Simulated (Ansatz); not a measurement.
Ir, 1 atom in the cell. Symmetry: Fm-3m, No. 225, cubic system. The conventional cell has a = 3.831 Å, b = 3.831 Å, c = 3.831 Å, α = 90.00°, β = 90.00°, γ = 90.00°. Ir (site symmetry m-3m) has 12 Ir at 2.71 Å as nearest neighbours. 

| Property | Result |
| --- | --- |
| Program | Ansatz 0.2.0 |
| Task | single point |
| Functional | PBEsol0 |
| Potentials or basis | Ansatz PAW |
| Cutoff | 420 eV (not typed: the program's choice for these potentials) |
| k mesh | 6 × 6 × 6 |
| Occupations | fermi-dirac, width 0.05 eV |
| Spin | no spin polarisation |

Potentials or basis: Ansatz PAW.

The run is started by

```console
$ ansatz run input.yaml --threads 2 --pin off --max-ram 5632MiB --backend cpu --events-out ev --progress --plain --runs-dir out
```

Hardware: 2 threads of Arm Neoverse V1 (shared host).

Problem. Estimate the wall time of this run.

Solution. It took 5.5 s on 2 threads of Arm Neoverse V1, with other jobs on the host, peak memory 0.52 GiB. Counts: scf iterations 20, plane waves 283, k points 16, bands 13.
